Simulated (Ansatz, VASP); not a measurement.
Two plane-wave programs on W

```
W
1.0
     1.49319    0.86209    2.11554
    -1.49319    0.86209    2.11554
     0.00000   -1.72419    2.11554
W
1
Direct
  0.50000 0.50000 0.50000
```

Alike in both runs: functional r2SCAN; k mesh 24 × 24 × 24; occupations gaussian, width 0.1 eV; no spin polarisation.

Ansatz relaxed the structure, and its values are those at the end. VASP's run is a single point on that final structure, the one shown.

|  | VASP | Ansatz |
| --- | --- | --- |
| version | VASP 6.6.1 | Ansatz 0.2.0 |
| potentials or method | VASP PAW PBE potentials, release 64 (W_sv) | scalar-relativistic, plane waves, PAW |
| plane-wave cutoff (eV) | 520 | 500 |
| valence electrons in the cell | 14 | 14 |

|  | VASP | Ansatz | Ansatz less VASP |
| --- | --- | --- | --- |
| gap on the k mesh at the Fermi level (eV) | none | none | - |
| pressure (GPa) | 1.1 | 0.0 | -1.11 |

A gap of «none» marks a metal or a gap that the smearing closes. With one functional, cell and mesh, what is left measures potentials, basis and numerics.

Caveats: the PAW data sets were made with another functional, which shifts forces and pressure a little (VASP). Spin-orbit coupling is left out, which matters for the levels of W.
